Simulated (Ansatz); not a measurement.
# Au(110) / 3 layers Pd(110) / Au(110): resistance against film thickness, part 2 of 2

How does the resistance across the layers grow with the film in Au(110) / 3 layers Pd(110) / Au(110)?

Ansatz 0.2.0; Ansatz plane-wave DFT, PBE, PAW files; ballistic transport by layer matching (Landauer), zero bias; PAW set soft_1.

So far. Step 2 (With 3 layers): The lead's potential steps by 3.5 meV from period to period, small in itself. The program estimates the junction's conductance to 4.3 % from the k-mesh, 0.1 % from the leads' distance from neutral and 0.7 % from their steps.

### 3. With 5 layers, k-mesh 13×9×1, film layers 5

The stack now holds 5 film layers; the k-mesh follows the cell, and the energies span -0.27 to 0.27 eV.

System of this step: Au(110) / 5 layers Pd(110) / Au(110). The cell holds 18 atoms: 13 Au and 5 Pd. Its edges and angles: a = 2.884 Å, b = 4.078 Å, c = 25.000 Å, α = 90.0°, β = 90.0°, γ = 90.0°. It derives from Au and Pd. Regions: lead, 13 atoms (13 Au); films, 5 atoms (5 Pd). The structure is stacked along c, and the current runs across the ab planes.

The input, input.yaml:

```yaml
crystal:
  lattice:
    - [2.8837582304, 0.0, 0.0]
    - [0.0, 4.07825, 0.0]
    - [0.0, 0.0, 24.9998868511]
  atoms:
    - { symbol: Au, position: [0.0, 0.0, 0.0288377128] }
    - { symbol: Au, position: [0.5, 0.5, 0.0865131385] }
    - { symbol: Au, position: [0.0, 0.0, 0.1441885641] }
    - { symbol: Au, position: [0.5, 0.5, 0.2018639898] }
    - { symbol: Au, position: [0.0, 0.0, 0.2595394154] }
    - { symbol: Au, position: [0.5, 0.5, 0.317214841] }
    - { symbol: Pd, position: [0.0, 0.0, 0.3710745005] }
    - { symbol: Pd, position: [0.5, 0.5, 0.4211183939] }
    - { symbol: Pd, position: [0.0, 0.0, 0.4711622872] }
    - { symbol: Pd, position: [0.5, 0.5, 0.5212061805] }
    - { symbol: Pd, position: [0.0, 0.0, 0.5712500738] }
    - { symbol: Au, position: [0.5, 0.5, 0.6251097333] }
    - { symbol: Au, position: [0.0, 0.0, 0.682785159] }
    - { symbol: Au, position: [0.5, 0.5, 0.7404605846] }
    - { symbol: Au, position: [0.0, 0.0, 0.7981360102] }
    - { symbol: Au, position: [0.5, 0.5, 0.8558114359] }
    - { symbol: Au, position: [0.0, 0.0, 0.9134868615] }
    - { symbol: Au, position: [0.5, 0.5, 0.9711622872] }
kpoints:
  mp_grid: { grid: [13, 9, 1] }
hamiltonian:
  xc: pbe
  pseudopotentials: { kind: paw, azcp: { folder: soft_1 } }
scf:
  occupations: { method: fermi_dirac, width: 0.1 }
output:
  transmission:
    leads: [[0, 1]]
    kmesh: [26, 18]
    e_range: [-0.27, 0.27]
    de: 0.036
  write_potential: true
  write_density: true
  volumetric_format: npy
```

Started as:

```bash
ansatz run input.yaml --threads 4 --pin off --max-ram 8192MiB --backend cpu --events-out ev --progress --plain --runs-dir out
```

Numbers of over 12 decimals in the logs are rounded to 6 here.

Log:

```text
[...]
Crystal: 18 atoms, lattice volume = 294.016 Å³
Basis set: ecut = 420 eV, 5751 PW (Γ)
Bands: 203, of which v1, the nominal top of the filled ones, is band 169 counted from 1 (168 counted from 0)
Symmetry: 8 space group operations
[...]
k-points: 35 of 117
[...]
--- Transmission ---
  basis      : 101 plane waves across, 40 finite elements along
  points     : 140, standing for a mesh of 26 x 18
[...]
filled         : 2.3 meV under the level at which it is neutral
    channels       : 1.386752e0 a spin
[...]
slowest decay  : 0.0204 /Å at (0.0769, 0.4444)
  junction   : crystal 0 to crystal 0, -0.70 to 22.86 Å
    transmission   : 1.016617e0 a spin
[...]
resistance     : 3.9396e-4 Ω µm² beyond half of each lead's own
[key lines of the parts left out:]
SCF converged after 13 iterations
Free energy (F): -205829.698800 eV
Fermi energy:    20.408977 eV
```

It took 3.7 min on 4 threads of Intel Xeon Platinum 8375C at 2.90GHz (Ice Lake), shared host; peak memory 2.2 GiB.

This step gave:

| Quantity | Value |
| --- | --- |
| free energy | -205829.6988 eV |
| energy at zero smearing | -205829.4942 eV |
| Fermi energy | 20.41 eV |
| step of the lead's potential | 4.4 meV |
| conductance of the junction | 6.74e14 S/m² |
| junction conductance per cell | 1.023 G₀ |
| estimated errors of the junction's conductance | 0.1, 0, 4.2, 1.3, 0.1 % (energy step, band edges, k-mesh, leads' steps, distance from neutral) |
| area resistance that the stack adds (contact term taken off, spin by spin) | 0.3940 fΩ m² |

Per spin. Transmission, zone mean against energy, zero at the Fermi level:

| energy (eV) | transmission, zone mean |
| --- | --- |
| -0.270 | 0.788 |
| -0.234 | 0.817 |
| -0.198 | 0.862 |
| -0.162 | 0.915 |
| -0.126 | 0.942 |
| -0.090 | 0.960 |
| -0.054 | 1.02 |
| -0.018 | 1.02 |
| 0.018 | 1.02 |
| 0.054 | 1.05 |
| 0.090 | 1.04 |
| 0.126 | 1.03 |
| 0.162 | 1.03 |
| 0.198 | 1.04 |
| 0.234 | 1.05 |
| 0.270 | 1.05 |

The conductance of the junction is 6.7e14 S/m², 2.0 % under the 6.9e14 S/m² of the last finished run, within the error estimates, leads' steps apart, of 4.3 and 4.2 %.

### 4. With 6 layers, k-mesh 13×9×1, film layers 6

The stack now holds 6 film layers; the k-mesh follows the cell, and the energies span -0.27 to 0.27 eV.

System of this step: Au(110) / 6 layers Pd(110) / Au(110). The cell holds 18 atoms: 12 Au and 6 Pd. Its edges and angles: a = 2.884 Å, b = 4.078 Å, c = 24.809 Å, α = 90.0°, β = 90.0°, γ = 90.0°. It derives from Au and Pd. Regions: lead, 12 atoms (12 Au); films, 6 atoms (6 Pd). The structure is stacked along c, and the current runs across the ab planes.

input.yaml, the sections that differ from step 3:

```yaml
crystal:
  lattice:
    - [2.8837582304, 0.0, 0.0]
    - [0.0, 4.07825, 0.0]
    - [0.0, 0.0, 24.8090994067]
  atoms:
    - { symbol: Au, position: [0.0, 0.0, 0.0290594812] }
    - { symbol: Au, position: [0.5, 0.5, 0.0871784436] }
    - { symbol: Au, position: [0.0, 0.0, 0.145297406] }
    - { symbol: Au, position: [0.5, 0.5, 0.2034163683] }
    - { symbol: Au, position: [0.0, 0.0, 0.2615353307] }
    - { symbol: Au, position: [0.5, 0.5, 0.3196542931] }
    - { symbol: Pd, position: [0.0, 0.0, 0.3739281453] }
    - { symbol: Pd, position: [0.5, 0.5, 0.4243568872] }
    - { symbol: Pd, position: [0.0, 0.0, 0.4747856291] }
    - { symbol: Pd, position: [0.5, 0.5, 0.5252143709] }
    - { symbol: Pd, position: [0.0, 0.0, 0.5756431128] }
    - { symbol: Pd, position: [0.5, 0.5, 0.6260718547] }
    - { symbol: Au, position: [0.0, 0.0, 0.6803457069] }
    - { symbol: Au, position: [0.5, 0.5, 0.7384646693] }
    - { symbol: Au, position: [0.0, 0.0, 0.7965836317] }
    - { symbol: Au, position: [0.5, 0.5, 0.854702594] }
    - { symbol: Au, position: [0.0, 0.0, 0.9128215564] }
    - { symbol: Au, position: [0.5, 0.5, 0.9709405188] }
# kpoints, hamiltonian, scf, output: as in step 3
```

Log:

```text
[...]
Crystal: 18 atoms, lattice volume = 291.772 Å³
Basis set: ecut = 420 eV, 5715 PW (Γ)
Bands: 202, of which v1, the nominal top of the filled ones, is band 168 counted from 1 (167 counted from 0)
Symmetry: 8 space group operations
[...]
k-points: 35 of 117
[...]
--- Transmission ---
  basis      : 101 plane waves across, 41 finite elements along
  points     : 140, standing for a mesh of 26 x 18
[...]
filled         : 26.6 meV over the level at which it is neutral
    channels       : 1.391026e0 a spin
[...]
slowest decay  : 0.0430 /Å at (0.0769, 0.4444)
  junction   : crystal 0 to crystal 0, 0.70 to 24.07 Å
    transmission   : 1.036387e0 a spin
[...]
resistance     : 3.8196e-4 Ω µm² beyond half of each lead's own
[key lines of the parts left out:]
SCF converged after 13 iterations
Free energy (F): -199651.289088 eV
Fermi energy:    20.381358 eV
```

Elapsed: 3.8 min, on 4 threads; peak memory 2.2 GiB.

Numbers from this step:

```yaml
free_energy: -199651.2891 eV
energy_at_zero_smearing: -199651.0595 eV
fermi_energy: 20.38 eV
step_of_the_lead_s_potential: 5.7 meV
estimated_errors_of_the_lead_s_conductance: 0, 5.1, 0 % (band edges, k-mesh, distance from neutral)
lead_conductance_per_cell: 1.391 G₀
conductance_of_the_junction: 6.79e14 S/m²
junction_conductance_per_cell: 1.030 G₀
estimated_errors_of_the_junction_s_conductance: 0, 0, 4.1, 8.1, 1.4 % (energy step, band edges, k-mesh, leads' steps, distance from neutral)
area_resistance_that_the_stack_adds_contact_term_taken_off_spin_by_spin: 0.3820 fΩ m²
```

Per spin. The transmission, zone mean by energy, zero at the Fermi level:

```csv
energy (eV),"transmission, zone mean"
-0.270,0.900
-0.234,0.894
-0.198,0.889
-0.162,0.899
-0.126,0.898
-0.090,0.958
-0.054,0.998
-0.018,1.04
0.018,1.04
0.054,1.04
0.090,1.04
0.126,1.03
0.162,1.03
0.198,1.03
0.234,1.03
0.270,1.02
```

The conductance of the junction is 6.8e14 S/m², 0.76 % over the 6.7e14 S/m² of the last finished run, within the error estimates, leads' steps apart, of 4.2 and 4.1 %.

### 5. With 8 layers, k-mesh 13×9×1, film layers 8

The stack now holds 8 film layers; the k-mesh follows the cell, and the energies span -0.27 to 0.27 eV.

System of this step: Au(110) / 8 layers Pd(110) / Au(110). The cell holds 20 atoms: 12 Au and 8 Pd. Cell: a = 2.884 Å, b = 4.078 Å, c = 27.311 Å, α = 90.0°, β = 90.0°, γ = 90.0°. It derives from Au and Pd. Regions: lead, 12 atoms (12 Au); films, 8 atoms (8 Pd). The structure is stacked along c, and the current runs across the ab planes.

input.yaml, the sections that differ from step 4:

```yaml
crystal:
  lattice:
    - [2.8837582304, 0.0, 0.0]
    - [0.0, 4.07825, 0.0]
    - [0.0, 0.0, 27.3112827482]
  atoms:
    - { symbol: Au, position: [0.0, 0.0, 0.0263971328] }
    - { symbol: Au, position: [0.5, 0.5, 0.0791913984] }
    - { symbol: Au, position: [0.0, 0.0, 0.131985664] }
    - { symbol: Au, position: [0.5, 0.5, 0.1847799296] }
    - { symbol: Au, position: [0.0, 0.0, 0.2375741952] }
    - { symbol: Au, position: [0.5, 0.5, 0.2903684608] }
    - { symbol: Pd, position: [0.0, 0.0, 0.3396698944] }
    - { symbol: Pd, position: [0.5, 0.5, 0.385478496] }
    - { symbol: Pd, position: [0.0, 0.0, 0.4312870976] }
    - { symbol: Pd, position: [0.5, 0.5, 0.4770956992] }
    - { symbol: Pd, position: [0.0, 0.0, 0.5229043008] }
    - { symbol: Pd, position: [0.5, 0.5, 0.5687129024] }
    - { symbol: Pd, position: [0.0, 0.0, 0.614521504] }
    - { symbol: Pd, position: [0.5, 0.5, 0.6603301056] }
    - { symbol: Au, position: [0.0, 0.0, 0.7096315392] }
    - { symbol: Au, position: [0.5, 0.5, 0.7624258048] }
    - { symbol: Au, position: [0.0, 0.0, 0.8152200704] }
    - { symbol: Au, position: [0.5, 0.5, 0.868014336] }
    - { symbol: Au, position: [0.0, 0.0, 0.9208086016] }
    - { symbol: Au, position: [0.5, 0.5, 0.9736028672] }
# kpoints, hamiltonian, scf, output: as in step 4
```

Log:

```text
[...]
Crystal: 20 atoms, lattice volume = 321.199 Å³
Basis set: ecut = 420 eV, 6275 PW (Γ)
Bands: 224, of which v1, the nominal top of the filled ones, is band 186 counted from 1 (185 counted from 0)
Symmetry: 8 space group operations
[...]
k-points: 35 of 117
[...]
--- Transmission ---
  basis      : 101 plane waves across, 45 finite elements along
  points     : 140, standing for a mesh of 26 x 18
[...]
filled         : 39.4 meV under the level at which it is neutral
    channels       : 1.395299e0 a spin
[...]
slowest decay  : 0.1060 /Å at (0.0769, 0.5000)
  junction   : crystal 0 to crystal 0, 0.70 to 26.57 Å
    transmission   : 9.710842e-1 a spin
[...]
resistance     : 4.8957e-4 Ω µm² beyond half of each lead's own
[key lines of the parts left out:]
SCF converged after 13 iterations
Free energy (F): -213597.039184 eV
Fermi energy:    20.284336 eV
```

The job ended after 4 min (4 threads; peak memory 2.6 GiB; 15 min of CPU time).

This step gave:

```
free energy                                                                : -213597.0392 eV
energy at zero smearing                                                    : -213596.7854 eV
Fermi energy                                                               : 20.28 eV
step of the lead's potential                                               : 4.9 meV
estimated errors of the lead's conductance                                 : 0, 4.9, 0 % (band edges, k-mesh, distance from neutral)
lead conductance per cell                                                  : 1.393 G₀
conductance of the junction                                                : 6.33e14 S/m²
junction conductance per cell                                              : 0.9609 G₀
estimated errors of the junction's conductance                             : 0.2, 0, 4.2, 1.5, 1.5 % (energy step, band edges, k-mesh, leads' steps, distance from neutral)
area resistance that the stack adds (contact term taken off, spin by spin) : 0.4896 fΩ m²
```

Per spin. Table of transmission, zone mean by energy, zero at the Fermi level:

```csv
energy (eV),"transmission, zone mean"
-0.270,0.905
-0.234,0.892
-0.198,0.935
-0.162,0.957
-0.126,0.927
-0.090,0.918
-0.054,0.953
-0.018,0.957
0.018,0.971
0.054,0.975
0.090,0.997
0.126,1.02
0.162,1.04
0.198,1.05
0.234,1.03
0.270,1.03
```

The conductance of the junction is 6.3e14 S/m², 6.7 % under the 6.8e14 S/m² of the last finished run, no more than the error estimates, leads' steps apart, of 4.1 and 4.2 % together.

### 6. With 10 layers, k-mesh 13×9×1, film layers 10

The stack now holds 10 film layers; the k-mesh follows the cell, and the energies span -0.27 to 0.27 eV.

System of this step: Au(110) / 10 layers Pd(110) / Au(110). The cell holds 22 atoms: 12 Au and 10 Pd. Cell: a = 2.884 Å, b = 4.078 Å, c = 29.813 Å, α = 90.0°, β = 90.0°, γ = 90.0°. It derives from Au and Pd. Regions: lead, 12 atoms (12 Au); films, 10 atoms (10 Pd). The structure is stacked along c, and the current runs across the ab planes.

input.yaml, the sections that differ from step 5:

```yaml
crystal:
  lattice:
    - [2.8837582304, 0.0, 0.0]
    - [0.0, 4.07825, 0.0]
    - [0.0, 0.0, 29.8134660897]
  atoms:
    - { symbol: Au, position: [0.0, 0.0, 0.0241816753] }
    - { symbol: Au, position: [0.5, 0.5, 0.072545026] }
    - { symbol: Au, position: [0.0, 0.0, 0.1209083767] }
    - { symbol: Au, position: [0.5, 0.5, 0.1692717273] }
    - { symbol: Au, position: [0.0, 0.0, 0.217635078] }
    - { symbol: Au, position: [0.5, 0.5, 0.2659984287] }
    - { symbol: Pd, position: [0.0, 0.0, 0.3111620936] }
    - { symbol: Pd, position: [0.5, 0.5, 0.3531260728] }
    - { symbol: Pd, position: [0.0, 0.0, 0.395090052] }
    - { symbol: Pd, position: [0.5, 0.5, 0.4370540312] }
    - { symbol: Pd, position: [0.0, 0.0, 0.4790180104] }
    - { symbol: Pd, position: [0.5, 0.5, 0.5209819896] }
    - { symbol: Pd, position: [0.0, 0.0, 0.5629459688] }
    - { symbol: Pd, position: [0.5, 0.5, 0.604909948] }
    - { symbol: Pd, position: [0.0, 0.0, 0.6468739272] }
    - { symbol: Pd, position: [0.5, 0.5, 0.6888379064] }
    - { symbol: Au, position: [0.0, 0.0, 0.7340015713] }
    - { symbol: Au, position: [0.5, 0.5, 0.782364922] }
    - { symbol: Au, position: [0.0, 0.0, 0.8307282727] }
    - { symbol: Au, position: [0.5, 0.5, 0.8790916233] }
    - { symbol: Au, position: [0.0, 0.0, 0.927454974] }
    - { symbol: Au, position: [0.5, 0.5, 0.9758183247] }
# kpoints, hamiltonian, scf, output: as in step 5
```

Log:

```text
[...]
Crystal: 22 atoms, lattice volume = 350.627 Å³
Basis set: ecut = 420 eV, 6847 PW (Γ)
Bands: 245, of which v1, the nominal top of the filled ones, is band 204 counted from 1 (203 counted from 0)
Symmetry: 8 space group operations
[...]
k-points: 35 of 117
[...]
--- Transmission ---
  basis      : 101 plane waves across, 50 finite elements along
  points     : 140, standing for a mesh of 26 x 18
[...]
filled         : 52.4 meV over the level at which it is neutral
    channels       : 1.391026e0 a spin
[...]
slowest decay  : 0.0558 /Å at (0.0769, 0.4444)
  junction   : crystal 0 to crystal 0, 0.70 to 29.07 Å
    transmission   : 9.281312e-1 a spin
[...]
resistance     : 5.6092e-4 Ω µm² beyond half of each lead's own
[key lines of the parts left out:]
SCF converged after 13 iterations
Free energy (F): -227542.627995 eV
Fermi energy:    20.291766 eV
```

Run time: 4.3 min. Hardware: 4 threads; peak memory 3 GiB.

This step gave:

```yaml
free_energy: -227542.6280 eV
energy_at_zero_smearing: -227542.3342 eV
fermi_energy: 20.29 eV
step_of_the_lead_s_potential: 5.3 meV
estimated_errors_of_the_lead_s_conductance: 0, 5.4, 0 % (band edges, k-mesh, distance from neutral)
lead_conductance_per_cell: 1.391 G₀
conductance_of_the_junction: 6.05e14 S/m²
junction_conductance_per_cell: 0.9188 G₀
estimated_errors_of_the_junction_s_conductance: 0, 0, 4.8, 4.7, 0.1 % (energy step, band edges, k-mesh, leads' steps, distance from neutral)
area_resistance_that_the_stack_adds_contact_term_taken_off_spin_by_spin: 0.5609 fΩ m²
```

Per spin. Table of transmission, zone mean by energy, zero at the Fermi level:

```csv
energy (eV),"transmission, zone mean"
-0.270,0.935
-0.234,0.927
-0.198,0.973
-0.162,0.975
-0.126,0.955
-0.090,0.932
-0.054,0.915
-0.018,0.901
0.018,0.928
0.054,0.944
0.090,0.950
0.126,0.951
0.162,0.985
0.198,1.00
0.234,1.02
0.270,1.04
```

The conductance of the junction is 6.1e14 S/m², 4.4 % under the 6.3e14 S/m² of the last finished run, within the error estimates, leads' steps apart, of 4.2 and 4.8 %.

### 7. The ladder

Times are for 4 threads of Intel Xeon Platinum 8375C at 2.90GHz (Ice Lake), shared host. The runs compared:

| no. | film layers | area resistance that the stack adds (contact term taken off, spin by spin) (fΩ m²) | conductance of the junction (S/m²) | time | memory (GiB) |
| --- | --- | --- | --- | --- | --- |
| 1 | 3 | 0.3647 | 6.87e14 | 7 min | 2.6 |
| 2 | 5 | 0.3940 | 6.74e14 | 3.7 min | 2.2 |
| 3 | 6 | 0.3820 | 6.79e14 | 3.8 min | 2.2 |
| 4 | 8 | 0.4896 | 6.33e14 | 4 min | 2.6 |
| 5 | 10 | 0.5609 | 6.05e14 | 4.3 min | 3.0 |

### 8. With 5 layers

The same run once more with an input made wrong on purpose.

This step: Ansatz plane-wave DFT, PBE, PAW files; ballistic transport by layer matching (Landauer), zero bias; changed: basis.ecutrho_ratio = 2, scf.max_iter = 50 (Ansatz 0.2.0).

System of this step: Au(110) / 5 layers Pd(110) / Au(110). The cell holds 18 atoms: 13 Au and 5 Pd. Its edges and angles: a = 2.884 Å, b = 4.078 Å, c = 25.000 Å, α = 90.0°, β = 90.0°, γ = 90.0°. It derives from Au and Pd. Regions: lead, 13 atoms (13 Au); films, 5 atoms (5 Pd). The structure is stacked along c, and the current runs across the ab planes.

The input, input.yaml:

```yaml
crystal:
  lattice:
    - [2.8837582304, 0.0, 0.0]
    - [0.0, 4.07825, 0.0]
    - [0.0, 0.0, 24.9998868511]
  atoms:
    - { symbol: Au, position: [0.0, 0.0, 0.0288377128] }
    - { symbol: Au, position: [0.5, 0.5, 0.0865131385] }
    - { symbol: Au, position: [0.0, 0.0, 0.1441885641] }
    - { symbol: Au, position: [0.5, 0.5, 0.2018639898] }
    - { symbol: Au, position: [0.0, 0.0, 0.2595394154] }
    - { symbol: Au, position: [0.5, 0.5, 0.317214841] }
    - { symbol: Pd, position: [0.0, 0.0, 0.3710745005] }
    - { symbol: Pd, position: [0.5, 0.5, 0.4211183939] }
    - { symbol: Pd, position: [0.0, 0.0, 0.4711622872] }
    - { symbol: Pd, position: [0.5, 0.5, 0.5212061805] }
    - { symbol: Pd, position: [0.0, 0.0, 0.5712500738] }
    - { symbol: Au, position: [0.5, 0.5, 0.6251097333] }
    - { symbol: Au, position: [0.0, 0.0, 0.682785159] }
    - { symbol: Au, position: [0.5, 0.5, 0.7404605846] }
    - { symbol: Au, position: [0.0, 0.0, 0.7981360102] }
    - { symbol: Au, position: [0.5, 0.5, 0.8558114359] }
    - { symbol: Au, position: [0.0, 0.0, 0.9134868615] }
    - { symbol: Au, position: [0.5, 0.5, 0.9711622872] }
kpoints:
  mp_grid: { grid: [13, 9, 1] }
hamiltonian:
  xc: pbe
  pseudopotentials: { kind: paw, azcp: { folder: soft_1 } }
scf:
  occupations: { method: fermi_dirac, width: 0.1 }
  max_iter: 50
output:
  transmission:
    leads: [[0, 1]]
    kmesh: [26, 18]
    e_range: [-0.27, 0.27]
    de: 0.036
  write_potential: true
  write_density: true
  volumetric_format: npy
basis:
  ecutrho_ratio: 2
```

Log:

```text
Error: output.transmission: <on plane waves> with basis.ecutrho_ratio < 4 — the transmission reads the potential up to twice the cutoff's wavenumber, and below a ratio of 4 the run has it in part; raise basis.ecutrho_ratio to 4 or more, or drop output.transmission
```

Wall time 0.02 s (4 threads); peak memory 0.044 GiB.

The input was rejected at the start.

The program's message: “Error: output.transmission: <on plane waves> with basis.ecutrho_ratio < 4 — the transmission reads the potential up to twice the cutoff's wavenumber, and below a ratio of 4 the run has it in part; rai …”

The change that led to it: basis.ecutrho_ratio = 2.

### 9. Results

```
area resistance, 3 layers  : 0.365 fΩ m²
area resistance, 5 layers  : 0.394 fΩ m²
area resistance, 6 layers  : 0.382 fΩ m²
area resistance, 8 layers  : 0.490 fΩ m²
area resistance, 10 layers : 0.561 fΩ m²
```

In words: The stack adds 0.36 fΩ m² with 3 layers and 0.56 fΩ m² with 10. From 5 to 10 layers it grows by 42 %, though no single step exceeds the two runs' error estimates together; nothing scatters inside a perfect film, so this is no ohmic growth. Atoms sit on ideal sites and aren't relaxed. Spin-orbit coupling is left out, which matters for Au. Pd(110) is stretched by 4.8 % in plane to fit Au(110), at its own atomic volume.

[Logs are printed without paths, hosts, clocks, repeated set-up lines and the standing remarks that a program may print on its own settings, such as how far it seeks lower states.]

[Hosts, paths, dates, database ids (printed as entryN), source tags and the programs' standing remarks are cut or masked in the printed files.]
